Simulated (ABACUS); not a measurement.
Crystal: Hf.

```xyz
1
Lattice="0.0000 2.2200 2.2200 2.2200 0.0000 2.2200 2.2200 2.2200 0.0000" Properties=species:S:1:pos:R:3 pbc="T T T"
Hf    0.0000    0.0000    0.0000
```

This isn't the form of Hf at room conditions, which is hcp.

| Quantity | Value |
| --- | --- |
| Program | ABACUS 3.10.1 |
| Task | single point |
| Functional | PBE |
| Potentials or basis | PseudoDojo NC SR 0.4.1 PBE standard |
| Cutoff | 1361 eV |
| Density cutoff | 5442 eV |
| Basis | DZP LCAO (the cutoffs set its grid) |
| k mesh | 10 × 10 × 10 |
| Occupations | fermi-dirac, width 0.05 eV |
| Spin | no spin polarisation |

On this cell: pressure 3.4 GPa; band gap on the k mesh none (metal or under the smearing width).

The same run follows on a disturbed copy (cell strained at random at fixed volume):

```
Hf
1.0
    -0.04347    2.20748    2.21336
     2.16276   -0.04267    2.21256
     2.17201    2.21592   -0.05192
Hf
1
Cartesian
  -0.0318 -0.0028 -0.0204
```

Q: What changes?

A: The energy (extrapolated to zero smearing) moves by +8.9 meV/atom; pressure 3.5 GPa; band gap on the k mesh none (metal or under the smearing width).

Stress tensor (GPa, compression positive):
```
4.19 1.32 1.86
1.32 3.24 1.70
1.86 1.70 3.10
```

Caveats: the atomic orbitals were generated for these runs and aren't a published set; the basis of atomic orbitals isn't converged, which shifts pressures, moduli and gaps.
